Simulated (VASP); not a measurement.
# Cs (Im-3m) in VASP: further runs

One crystal, Cs, is run at these levels: PBE; tasks: single point.

Program: VASP 6.6.1. These are calculated values, not measurements. Logs are shortened: lines on timing, memory, paths and dates and some standing lists are left out, and cuts for length are marked.

### 1 The structure

Symmetry: Im-3m, No. 229, cubic system. Conventional cell: a = 6.257 Å, b = 6.257 Å, c = 6.257 Å, α = 90.00°, β = 90.00°, γ = 90.00°.

### 2 Single point, PBE

Contents of INCAR:

```
ADDGRID  = False        
ALGO     = Normal         # electronic algorithm
EDIFF    = 1E-6           # SCF threshold, eV
ENCUT    = 450            # plane-wave cutoff, eV
GGA      = PE             # functional
ISIF     = 2              # what is computed and relaxed
ISMEAR   = 0              # smearing method
LASPH    = True           # aspherical terms in the spheres
LCHARG   = False          # write CHGCAR
LREAL    = False          # projectors in reciprocal space
LWAVE    = False          # write WAVECAR
NBANDS   = 10             # bands
NELM     = 100            # most SCF steps
PREC     = Accurate       # precision mode
SIGMA    = 0.15           # smearing width, eV
```

Contents of KPOINTS:

```
k-points
0
Gamma
  8 8 8
```

Contents of POSCAR:

```
Cs
1.0
   -3.1284650614      3.1284650614      3.1284650614
    3.1284650614     -3.1284650614      3.1284650614
    3.1284650614      3.1284650614     -3.1284650614
Cs
1
Direct
    0.0000000000      0.0000000000      0.0000000000
```

Potentials or basis: VASP PAW PBE potentials, release 64 (Cs_sv).

Command:

```bash
> cat potpaw_PBE.64/Cs_sv/POTCAR > POTCAR
> mpirun -np 1 vasp_std > vasp.out
```

OUTCAR:

```text
EDIFF = 1E-6
   ENCUT = 450
   GGA = PE
   ISIF = 2
   ISMEAR = 0
   LASPH = True
   LREAL = False
   NELM = 100
   PREC = Accurate

 Found     29 irreducible k-points:

 Following reciprocal coordinates:
            Coordinates               Weight
  0.000000  0.000000  0.000000      1.000000
  0.125000  0.000000  0.000000     12.000000
  0.250000  0.000000  0.000000     12.000000
  0.375000  0.000000  0.000000     12.000000
  0.500000  0.000000  0.000000      6.000000
  0.125000  0.125000  0.000000     24.000000
   k-points           NKPTS =     29   k-points in BZ     NKDIM =     29   number of bands    NBANDS=     10
   number of dos      NEDOS =    301   number of ions     NIONS =      1
   total plane-waves  NPLWV =  64000
   dimension x,y,z NGX =    40 NGY =   40 NGZ =   40
   dimension x,y,z NGXF=    80 NGYF=   80 NGZF=   80
   ions per type =               1
   NGX,Y,Z   is equivalent  to a cutoff of  12.27, 12.27, 12.27 a.u.
   NGXF,Y,Z  is equivalent  to a cutoff of  24.54, 24.54, 24.54 a.u.
 SYSTEM =  unknown system
   PREC   = accura    normal or accurate (medium, high low for compatibility)
   ISTART =      0    job   : 0-new  1-cont  2-samecut
   ICHARG =      2    charge: 1-file 2-atom 10-const
   ISPIN  =      1    spin polarized calculation?
   LNONCOLLINEAR =      F non collinear calculations
   LSORBIT =      F    spin-orbit coupling
   LASPH  =      T    aspherical Exc in radial PAW
   ENCUT  =  450.0 eV  33.07 Ry    5.75 a.u.   9.37  9.37  9.37*2*pi/ulx,y,z
   NELM   =    100;   NELMIN=  2; NELMDL= -5     # of ELM steps
   EDIFF  = 0.1E-05   stopping-criterion for ELM
   LREAL  =      F    real-space projection
   EDIFFG = 0.1E-04   stopping-criterion for IOM
   NSW    =      0    number of steps for IOM
   IBRION =     -1    ionic relax: 0-MD 1-quasi-New 2-CG
   NFREE  =      0    steps in history (QN), initial steepest desc. (CG)
   ISIF   =      2    stress and relaxation
   ISYM   =      2    0-nonsym 1-usesym 2-fastsym
   POTIM  = 0.5000    time-step for ionic-motion
   TEBEG  =    0.0;   TEEND  =   0.0 temperature during run
   PSTRESS=    0.0 pullay stress
   NELECT =       9.0000    total number of electrons
   NUPDOWN=      -1.0000    fix difference up-down
   EMIN   =  10.00;   EMAX   =-10.00  energy-range for DOS
   EFERMI =   0.00;   METHOD = LEGACY
   ISMEAR =     0;   SIGMA  =   0.15  broadening in eV -4-tet -1-fermi 0-gaus
   EFERMI_NEDOS =   21; number of points for ismear=-14 and -15
   IALGO  =     38    algorithm
   IMIX   =      4    mixing-type and parameters
     AMIX     =   0.40;   BMIX     =  1.00
     AMIX_MAG =   1.60;   BMIX_MAG =  1.00
  volume/ion in A,a.u.               =     122.48       826.51
  Fermi-wavevector in a.u.,A,eV,Ry     =   0.685706  1.295796  6.397353  0.470192
  Thomas-Fermi vector in A             =   1.765724
   LORBIT       =      0    0 simple, 1 ext, 2 COOP (PROOUT), +10 PAW based schemes
   GGA     = PE    functional components
   LHFCALC =     F    Hartree Fock is set to
   AEXX    =    0.0000 exact exchange contribution
   IVDW    =     0    specifies the selected vdW correction
   LEPSILON=     F    determine dielectric tensor
   LRPA    =     F    only Hartree local field effects (RPA)
 non-spin polarized calculation
 Gauss-broadening in eV      SIGMA  =   0.15
  energy-cutoff  :      450.00
  volume of cell :      122.48
 maximum number of plane-waves:      2718
 NGX is ok and might be reduce to    40
   NGX = 19   NGY = 19   NGZ = 19

 number of electron       8.9999999 magnetization

 Free energy of the ion-electron system (eV)
  ---------------------------------------------------
  ext. energy  EPLUGINS =         0.00000000
  ---------------------------------------------------
  free energy    TOTEN  =        -0.85402268 eV

  energy without entropy =       -0.83597043  energy(sigma->0) =       -0.84499655

 E-fermi :   0.3058     XC(G=0):  -5.2515

 val. band max:        0.2072619899   @ k =   0.2500   0.1250   0.1250
 cond. band min:       0.3143052349   @ k =   0.2500   0.2500   0.0000
 fundamental gap:      0.1070432450
 Fermi energy:         0.3058076309

 k-point     1 :       0.0000    0.0000    0.0000
  band No.  band energies     occupation
      1     -23.5921      2.00000
      2     -10.3442      2.00000
      3     -10.3442      2.00000
      4     -10.3442      2.00000
      5      -1.3125      2.00000
      6       2.7552      0.00000
      7       2.7552      0.00000
      8       2.7552      0.00000
      9       3.5697      0.00000
     10       3.5697      0.00000

 k-point     2 :       0.1250    0.0000    0.0000
  band No.  band energies     occupation
      1     -23.5914      2.00000
      2     -10.3608      2.00000
      3     -10.3497      2.00000
      4     -10.3442      2.00000
      5      -1.1514      2.00000
      6       2.5779      0.00000
      7       2.5883      0.00000
      8       2.9157      0.00000
      9       3.3757      0.00000
     10       3.5455      0.00000

 k-point     3 :       0.2500    0.0000    0.0000
  band No.  band energies     occupation
      1     -23.5896      2.00000
      2     -10.4002      2.00000
      3     -10.3629      2.00000
      4     -10.3442      2.00000
      5      -0.7008      2.00000
      6       2.0180      0.00000
      7       2.2767      0.00000
      8       3.3863      0.00000
      9       3.4229      0.00000
     10       3.5690      0.00000

 k-point     4 :       0.3750    0.0000    0.0000
  band No.  band energies     occupation
      1     -23.5879      2.00000
      2     -10.4387      2.00000
      3     -10.3759      2.00000
      4     -10.3442      2.00000
      5      -0.0747      1.99967
      6       1.4573      0.00000
      7       2.0364      0.00000
      8       3.4830      0.00000
      9       3.7522      0.00000
     10       4.1300      0.00000

 k-point     5 :       0.5000    0.0000    0.0000
  band No.  band energies     occupation
      1     -23.5871      2.00000
      2     -10.4543      2.00000
      3     -10.3813      2.00000
      4     -10.3442      2.00000
      5       0.3610      0.60256
      6       1.1130      0.00000
      7       1.9499      0.00000
      8       3.3859      0.00000
      9       3.9896      0.00000
     10       4.5039      0.00000

 k-point     6 :       0.1250    0.1250    0.0000
  band No.  band energies     occupation
      1     -23.5901      2.00000
      2     -10.3879      2.00000
      3     -10.3560      2.00000
      4     -10.3482      2.00000
      5      -0.8440      2.00000
      6       2.2245      0.00000
      7       2.3263      0.00000
      8       3.2254      0.00000
      9       3.2424      0.00000
     10       3.7032      0.00000

 [... further k-points ...]
[... 5 lines left out ...]
  --------------------------------------------------------------------------------------
  -------------------------------------------------------------------------------------
  Total       -0.0672562     -0.0672562     -0.0672562     -0.0000000      0.0000000      0.0000000
  in kB       -0.8798108     -0.8798108     -0.8798108     -0.0000000      0.0000000      0.0000000
  external PRESSURE =      -0.8798108 kB  Pullay stress =       0.0000000 kB

 VOLUME and BASIS-vectors are now :
 -----------------------------------------------------------------------------
  energy-cutoff  :      450.00
  volume of cell :      122.48
      direct lattice vectors                 reciprocal lattice vectors
    -3.128465061  3.128465061  3.128465061     0.000000000  0.159822785  0.159822785
     3.128465061 -3.128465061  3.128465061     0.159822785  0.000000000  0.159822785
     3.128465061  3.128465061 -3.128465061     0.159822785  0.159822785  0.000000000

 POSITION                                       TOTAL-FORCE (eV/Angst)
 -----------------------------------------------------------------------------------
      0.00000      0.00000      0.00000        -0.000000     -0.000000     -0.000000
 -----------------------------------------------------------------------------------
    total drift:                               -0.000000      0.000000     -0.000000

  FREE ENERGIE OF THE ION-ELECTRON SYSTEM (eV)
  ---------------------------------------------------
  free  energy   TOTEN  =        -0.8540226793 eV

  energy  without entropy=       -0.8359704300  energy(sigma->0) =       -0.84499655
```

Wall time 15 s (1 thread of Intel Xeon Platinum 8375C at 2.90GHz (Ice Lake), shared host); peak memory 0.23 GiB.

These settings aren't checked as converged: the numbers below hold their error.

What came out:

```yaml
Free_energy: -0.8540 eV
Pressure: -0.1 GPa
Band_gap_on_the_k_mesh: none (metal or under the smearing width)
```

### 3 Single point, PBE

Edit INCAR of step 2 so:

```diff
@@ -3,3 +3,3 @@
 EDIFF    = 1E-6           # SCF threshold, eV
-ENCUT    = 450            # plane-wave cutoff, eV
+ENCUT    = 400            # plane-wave cutoff, eV
 GGA      = PE             # functional
```

Contents of KPOINTS:

```
k-points
0
Gamma
  9 9 9
```

POSCAR is that of step 2.

Potentials or basis: VASP PAW PBE potentials, release 64 (Cs_sv).

Command:

```bash
> cat potpaw_PBE.64/Cs_sv/POTCAR > POTCAR
> mpirun -np 1 vasp_std > vasp.out
```

Run time: 12 s. Hardware: 1 thread of Intel Xeon Platinum 8375C at 2.90GHz (Ice Lake), shared host; peak memory 0.2 GiB.

These settings aren't checked as converged: the numbers below hold their error.

What came out:

```yaml
Free_energy: -0.8574 eV
Pressure: -0.1 GPa
Band_gap_on_the_k_mesh: none (metal or under the smearing width)
```

### 4 Single point, PBE

Edit INCAR of step 3 so:

```diff
@@ -3,3 +3,3 @@
 EDIFF    = 1E-6           # SCF threshold, eV
-ENCUT    = 400            # plane-wave cutoff, eV
+ENCUT    = 900            # plane-wave cutoff, eV
 GGA      = PE             # functional
```

Contents of KPOINTS:

```
k-points
0
Gamma
  6 6 6
```

POSCAR is that of step 3.

Command:

```bash
> cat potpaw_PBE.64/Cs_sv/POTCAR > POTCAR
> mpirun -np 1 vasp_std > vasp.out
```

Wall time 28 s (1 thread of Intel Xeon Platinum 8375C at 2.90GHz (Ice Lake), shared host); peak memory 0.36 GiB.

These settings aren't checked as converged: the numbers below hold their error.

What came out:

```
Free energy            : -0.8497 eV
Pressure               : -0.1 GPa
Band gap on the k mesh : none (metal or under the smearing width)
```

### 5 Single point, PBE

Edit INCAR of step 4 so:

```diff
@@ -3,3 +3,3 @@
 EDIFF    = 1E-6           # SCF threshold, eV
-ENCUT    = 900            # plane-wave cutoff, eV
+ENCUT    = 550            # plane-wave cutoff, eV
 GGA      = PE             # functional
```

Contents of KPOINTS:

```
k-points
0
Gamma
  8 8 8
```

POSCAR is that of step 4.

Command:

```bash
> cat potpaw_PBE.64/Cs_sv/POTCAR > POTCAR
> mpirun -np 1 vasp_std > vasp.out
```

Run time: 20 s. Hardware: 1 thread of Intel Xeon Platinum 8375C at 2.90GHz (Ice Lake), shared host; peak memory 0.25 GiB.

These settings aren't checked as converged: the numbers below hold their error.

Results:

```yaml
Free_energy: -0.8540 eV
Pressure: -0.1 GPa
Band_gap_on_the_k_mesh: none (metal or under the smearing width)
```

### 6 Single point, PBE

Edit INCAR of step 5 so:

```diff
@@ -3,3 +3,3 @@
 EDIFF    = 1E-6           # SCF threshold, eV
-ENCUT    = 550            # plane-wave cutoff, eV
+ENCUT    = 450            # plane-wave cutoff, eV
 GGA      = PE             # functional
```

Contents of KPOINTS:

```
k-points
0
Gamma
  9 9 9
```

POSCAR is that of step 5.

Potentials or basis: VASP PAW PBE potentials, release 64 (Cs_sv).

Command:

```bash
> cat potpaw_PBE.64/Cs_sv/POTCAR > POTCAR
> mpirun -np 1 vasp_std > vasp.out
```

Wall time 18 s (1 thread of Intel Xeon Platinum 8375C at 2.90GHz (Ice Lake), shared host); peak memory 0.23 GiB.

The run converged, but some of its settings lie outside the range that counts as converged, so its numbers aren't taken as properties of the crystal.

What came out:

```yaml
Free_energy: -0.8575 eV
Pressure: -0.1 GPa
Band_gap_on_the_k_mesh: none (metal or under the smearing width)
```

### 7 For comparison

An earlier run on the cell as given: functional PBE; potentials or basis VASP PAW PBE potentials, release 64 (Cs_sv); cutoff 520 eV; k mesh 6 × 6 × 6; occupations fermi-dirac, width 0.05 eV; no spin polarisation.

* Pressure: -0.1 GPa
* Band gap on the k mesh: none (metal or under the smearing width)
